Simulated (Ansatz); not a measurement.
# Ru: pressure against volume, part 2 of 2

Aim: scale the cell of Ru up and down at fixed shape and fractional positions, and get the equilibrium volume and bulk modulus with LAPW, PAW and all-electron datasets made for the crystal.

Ansatz 0.2.0; DFT PBE; a database cell (COD). «Crystal datasets» are all-electron PAW datasets made for this crystal.

### Step 7. Volume × 1.02, LAPW

input.yaml

```yaml
crystal:
  lattice:
    - [2.7237190573, 0.0, 0.0]
    - [-1.3618595287, 2.3588098964, 0.0]
    - [0.0, 0.0, 4.3102577801]
  atoms:
    - { symbol: Ru, position: [0.3333333333, 0.6666666667, 0.25] }
    - { symbol: Ru, position: [0.6666666667, 0.3333333333, 0.75] }
kpoints:
  mp_grid: { grid: [14, 14, 8] }
scf:
  occupations: { method: fermi_dirac, width: 0.03 }
hamiltonian:
  xc: pbe
  pseudopotentials: { kind: all_electron, lapw: { basis_error: 0.001 } }
output:
  forces: true
  stress: true
  eigenvalues: true
```

Log, cut to the lines that bear on the results:

```text
LAPW: plane waves up to 8.526 Å⁻¹, error target 1.0e-3 eV per atom; small_component_spin mean_spin; Ru in spheres of 1.334 Å, 26 of its electrons in bands, Dirac shells []
[...]
Pseudopotentials: kind: all_electron
Pseudopotential: Ru, LAPW, valence charge 26, Koelling and Harmon's equation, gaussian nucleus
Functional definition: PBE
[...]
Crystal: 2 atoms, lattice volume = 27.692 Å³
Basis set: ecut = 276.9828203588568 eV, 299 PW (Γ), exchange–correlation at level 2
Bands: 32, of which v1, the nominal top of the filled ones, is band 26 counted from 1 (25 counted from 0)
Symmetry: 24 space group operations
Space group: P63/mmc (ITA 194), of the structure as read, at distance tolerance 3.0e-5 Å
k-points: 120 of 1568
[...]
SCF iter   1: F=—  HF=-246591.599774 eV  |F-HF|=—  |Δ(HF+E_count)|=         —  Δρ=4.85e-2  dr2=3.25e-1  ethr=6.23e-4  ⟨swp⟩=2.5  Hψ=24774  notcnv=0
[...]
SCF iter   8: F=-246590.365670 eV  HF=-246590.365670 eV  |F-HF|=4.85e-8  |Δ(HF+E_count)|=   1.81e-7  Δρ=1.27e-5  dr2=4.75e-8  ethr=8.85e-10  ⟨swp⟩=2.0  Hψ=11193  notcnv=0
[...]
SCF converged after 8 iterations
Free energy (F): -246590.365670 eV
[...]
E sigma→0 (E₀):  -246590.362213 eV
Entropy (-TS):   -0.006915 eV (-3.457 meV/atom)
Fermi energy:    25.144974 eV
[...]
--- Forces (eV/Å), atoms counted from 1 ---
  atom   1  Ru     0.00000000     0.00000000     0.00000000
  atom   2  Ru    -0.00000000    -0.00000000     0.00000000
[...]
--- Stress (GPa, compression-positive) ---
       -1.161712       0.000000       0.000000
        0.000000      -1.161712       0.000000
        0.000000       0.000000      -3.132010
  P = ⅓ Tr σ = -1.8185 GPa (-18.185 kbar)
--- Band table (eV; the first three rows and the last of 120) ---
[...]
```

It took 16 s on 1 thread, shared host.

This run gives: pressure -1.82 GPa; no gap.

### Step 8. Volume × 1.02, PAW

input.yaml, as its differences from that of step 7:

```diff
@@ -14,3 +14,3 @@
   xc: pbe
-  pseudopotentials: { kind: all_electron, lapw: { basis_error: 0.001 } }
+  pseudopotentials: { kind: paw }
 output:
@@ -19 +19,2 @@
   eigenvalues: true
+  efg: { contact_densities: true }
```

Log, cut to the lines that bear on the results:

```text
Ru: output.efg is read without spin–orbit coupling, which moves field gradients at and beside such atoms by some per cent and up to a factor of two; PAW files take it under magnetization.noncollinear and magnetization.spin_orbit
[...]
[... 3 set-up lines as earlier in the session ...]
[...]
Crystal: 2 atoms, lattice volume = 27.692 Å³
Basis set: ecut = 420 eV, 537 PW (Γ), exchange–correlation on 40×40×60 points (8 copies of the dense FFT grid, shifted against one another)
Bands: 20, of which v1, the nominal top of the filled ones, is band 16 counted from 1 (15 counted from 0)
[... 2 set-up lines as earlier in the session ...]
k-points: 120 of 1568
[...]
  atom   2  Ru    -0.00000000    -0.00000000     0.00000000
[...]
--- Stress (GPa, compression-positive) ---
       -1.108537       0.000000       0.000000
        0.000000      -1.108537       0.000000
        0.000000       0.000000      -3.056032
  P = ⅓ Tr σ = -1.7577 GPa (-17.577 kbar)
--- PAW observables at the nuclei: V_zz in 10²¹ V/m², potentials from the cell's mean, atoms counted from 1 ---
  atom   1  Ru V_zz =    -0.858920   η = 0.0000   by run symmetry: allowed
            electrostatic potential = -6804.864352 V   contact ρ = 719496.924650 e/Å³
  atom   2  Ru V_zz =    -0.858920   η = 0.0000   by run symmetry: allowed
            electrostatic potential = -6804.864352 V   contact ρ = 719496.924650 e/Å³
--- Band table (eV; the first three rows and the last of 120) ---
  k-point 0: bands = ["-50.1343", "-49.9452", "-20.5919", "-19.7097", "-19.7097", "-19.5493", "-19.5493", "-19.5171", "15.0927", "16.9118", "20.4433", "20.4433", "20.6075", "21.1034", "21.1034", "21.6088", "21.6088", "24.1094", "24.1094", "24.2295"]
[...]
```

It took 2.3 s on 1 thread, shared host.

This run gives: pressure -1.76 GPa; no gap; Vzz Ru1 -0.86 (η = 0.00) (10²¹ V/m²).

### Step 9. Volume × 1.04, LAPW

input.yaml

```yaml
crystal:
  lattice:
    - [2.7414060403, 0.0, 0.0]
    - [-1.3707030201, 2.374127273, 0.0]
    - [0.0, 0.0, 4.3382472512]
  atoms:
    - { symbol: Ru, position: [0.3333333333, 0.6666666667, 0.25] }
    - { symbol: Ru, position: [0.6666666667, 0.3333333333, 0.75] }
kpoints:
  mp_grid: { grid: [14, 14, 8] }
scf:
  occupations: { method: fermi_dirac, width: 0.03 }
hamiltonian:
  xc: pbe
  pseudopotentials: { kind: all_electron, lapw: { basis_error: 0.001 } }
output:
  forces: true
  stress: true
  eigenvalues: true
```

Log, cut to the lines that bear on the results:

```text
LAPW: plane waves up to 8.467 Å⁻¹, error target 1.0e-3 eV per atom; small_component_spin mean_spin; Ru in spheres of 1.343 Å, 26 of its electrons in bands, Dirac shells []
[...]
[... 3 set-up lines as earlier in the session ...]
[...]
Crystal: 2 atoms, lattice volume = 28.235 Å³
Basis set: ecut = 273.1298531712533 eV, 299 PW (Γ), exchange–correlation at level 2
Bands: 32, of which v1, the nominal top of the filled ones, is band 26 counted from 1 (25 counted from 0)
[... 2 set-up lines as earlier in the session ...]
k-points: 120 of 1568
[...]
SCF iter   1: F=—  HF=-246591.609236 eV  |F-HF|=—  |Δ(HF+E_count)|=         —  Δρ=4.78e-2  dr2=3.27e-1  ethr=6.26e-4  ⟨swp⟩=2.5  Hψ=24788  notcnv=0
[...]
SCF iter   8: F=-246590.349795 eV  HF=-246590.349795 eV  |F-HF|=5.57e-8  |Δ(HF+E_count)|=   2.10e-7  Δρ=1.36e-5  dr2=5.59e-8  ethr=1.01e-9  ⟨swp⟩=2.0  Hψ=11193  notcnv=0
[...]
SCF converged after 8 iterations
Free energy (F): -246590.349795 eV
[...]
E sigma→0 (E₀):  -246590.346246 eV
Entropy (-TS):   -0.007099 eV (-3.549 meV/atom)
Fermi energy:    24.558045 eV
[...]
--- Forces (eV/Å), atoms counted from 1 ---
  atom   1  Ru     0.00000000     0.00000000     0.00000000
  atom   2  Ru    -0.00000000    -0.00000000     0.00000000
[...]
--- Stress (GPa, compression-positive) ---
       -6.695805       0.000000       0.000000
        0.000000      -6.695805       0.000000
        0.000000       0.000000      -8.919242
  P = ⅓ Tr σ = -7.4370 GPa (-74.370 kbar)
--- Band table (eV; the first three rows and the last of 120) ---
[...]
```

Wall time 16 s (1 thread, shared host).

Read from it: pressure -7.44 GPa; no gap.

### Step 10. Volume × 1.04, PAW

input.yaml, as its differences from that of step 9:

```diff
@@ -14,3 +14,3 @@
   xc: pbe
-  pseudopotentials: { kind: all_electron, lapw: { basis_error: 0.001 } }
+  pseudopotentials: { kind: paw }
 output:
@@ -19 +19,2 @@
   eigenvalues: true
+  efg: { contact_densities: true }
```

Log, cut to the lines that bear on the results:

```text
Ru: output.efg is read without spin–orbit coupling, which moves field gradients at and beside such atoms by some per cent and up to a factor of two; PAW files take it under magnetization.noncollinear and magnetization.spin_orbit
[...]
[... 3 set-up lines as earlier in the session ...]
[...]
Crystal: 2 atoms, lattice volume = 28.235 Å³
Basis set: ecut = 420 eV, 573 PW (Γ), exchange–correlation on 40×40×60 points (8 copies of the dense FFT grid, shifted against one another)
Bands: 20, of which v1, the nominal top of the filled ones, is band 16 counted from 1 (15 counted from 0)
[... 2 set-up lines as earlier in the session ...]
k-points: 120 of 1568
[...]
  atom   2  Ru    -0.00000000    -0.00000000     0.00000000
[...]
--- Stress (GPa, compression-positive) ---
       -6.647512       0.000000       0.000000
        0.000000      -6.647512       0.000000
        0.000000       0.000000      -8.851800
  P = ⅓ Tr σ = -7.3823 GPa (-73.823 kbar)
--- PAW observables at the nuclei: V_zz in 10²¹ V/m², potentials from the cell's mean, atoms counted from 1 ---
  atom   1  Ru V_zz =    -0.816669   η = 0.0000   by run symmetry: allowed
            electrostatic potential = -6804.261821 V   contact ρ = 719495.311655 e/Å³
  atom   2  Ru V_zz =    -0.816669   η = 0.0000   by run symmetry: allowed
            electrostatic potential = -6804.261821 V   contact ρ = 719495.311655 e/Å³
--- Band table (eV; the first three rows and the last of 120) ---
  k-point 0: bands = ["-50.6408", "-50.4666", "-21.0658", "-20.2384", "-20.2384", "-20.0874", "-20.0874", "-20.0581", "14.6630", "16.5162", "19.9730", "19.9730", "20.1304", "20.6121", "20.6121", "21.1023", "21.1023", "23.5311", "23.5311", "23.6669"]
[...]
```

Wall time 2.3 s (1 thread, shared host).

Read from it: pressure -7.38 GPa; no gap; Vzz Ru1 -0.82 (η = 0.00) (10²¹ V/m²).

### Step 11. Volume × 1.04, crystal datasets

input.yaml, as its differences from that of step 10:

```diff
@@ -14,3 +14,3 @@
   xc: pbe
-  pseudopotentials: { kind: paw }
+  pseudopotentials: { kind: all_electron, datasets: crystal }
 output:
```

Log, cut to the lines that bear on the results:

```text
[...]
band count auto-derived: 13 (N_el = 16.0; filled up to band 8; 12 by the electrons, moments and atoms)
Ru: output.efg is read without spin–orbit coupling, which moves field gradients at and beside such atoms by some per cent and up to a factor of two; PAW files take it under magnetization.noncollinear and magnetization.spin_orbit
[...]
[... 1 set-up line as earlier in the session ...]
Pseudopotential: Ru, paw, valence charge 16, recommended cutoff 320 eV (normal), Koelling and Harmon's equation, gaussian nucleus
[... 1 set-up line as earlier in the session ...]
[...]
Crystal: 2 atoms, lattice volume = 28.235 Å³
Basis set: ecut = 320 eV, 373 PW (Γ), exchange–correlation on 32×32×54 points (8 copies of the dense FFT grid, shifted against one another)
Bands: 13, of which v1, the nominal top of the filled ones, is band 8 counted from 1 (7 counted from 0)
[... 1 set-up line as earlier in the session ...]
[...]
  atom   1  Ru     0.00000000     0.00000000     0.00000000
  atom   2  Ru     0.00000000    -0.00000000     0.00000000
[...]
--- Stress (GPa, compression-positive) ---
       -6.695442       0.000000       0.000000
        0.000000      -6.695442       0.000000
        0.000000       0.000000      -8.918928
  P = ⅓ Tr σ = -7.4366 GPa (-74.366 kbar)
  It holds what live shells' own plane waves past their cutoff add
--- PAW observables at the nuclei: V_zz in 10²¹ V/m², potentials from the cell's mean, atoms counted from 1 ---
  atom   1  Ru V_zz =    -0.922299   η = 0.0000   by run symmetry: allowed
            electrostatic potential = -6804.453707 V   contact ρ = 719530.535072 e/Å³
  atom   2  Ru V_zz =    -0.922299   η = 0.0000   by run symmetry: allowed
            electrostatic potential = -6804.453707 V   contact ρ = 719530.535072 e/Å³
--- Band table (eV; the first three rows and the last of 120) ---
  k-point 0: bands = ["16.8168", "18.6714", "22.1294", "22.1294", "22.2872", "22.7684", "22.7684", "23.2589", "23.2589", "25.6872", "25.6872"]
[...]
```

Run time: 6.5 s. Hardware: 1 thread, shared host.

This run gives: pressure -7.44 GPa; no gap; Vzz Ru1 -0.92 (η = 0.00) (10²¹ V/m²).

### Step 12. The equation of state

The rows at scale 1 come from earlier runs of the unscaled cell with the same settings.

| method | volume (Å³/atom) | F above the lowest (meV/atom) | pressure (GPa) | Vzz Ru1 (10²¹ V/m²) |
| --- | --- | --- | --- | --- |
| LAPW | 13.032 | 41.9 | 19.51 | – |
| LAPW | 13.303 | 15.6 | 11.57 | – |
| LAPW | 13.575 | 2.2 | 4.49 | – |
| LAPW | 13.846 | 0.0 | -1.82 | – |
| LAPW | 14.118 | 7.9 | -7.44 | – |
| PAW | 13.032 | 42.2 | 19.60 | -1.00 |
| PAW | 13.303 | 15.9 | 11.65 | -0.95 |
| PAW | 13.575 | 2.3 | 4.56 | -0.90 |
| PAW | 13.846 | 0.0 | -1.76 | -0.86 |
| PAW | 14.118 | 7.8 | -7.38 | -0.82 |
| crystal datasets | 13.032 | – | 19.51 | -1.12 |
| crystal datasets | 13.575 | – | 4.49 | -1.02 |
| crystal datasets | 14.118 | – | -7.44 | -0.92 |

### Step 13. Summary of results

What follows sums up all 2 parts.

```
                      quantity           value
     equilibrium volume (LAPW)  13.765 Å³/atom
           bulk modulus (LAPW)         312 GPa
its pressure derivative (LAPW)             4.8
      equilibrium volume (PAW)  13.767 Å³/atom
            bulk modulus (PAW)         312 GPa
 its pressure derivative (PAW)             4.8
```

**Reading.** A third-order Birch-Murnaghan fit to the LAPW pressures puts zero pressure at 13.76 Å³/atom, +1.4 % from the given cell, with a bulk modulus of 312 GPa. Shape and positions are held, so a fully relaxed modulus can be lower. PAW's volume lies +0.02 % and its modulus less than 0.1 % from LAPW's. No thermal or zero-point expansion is included.
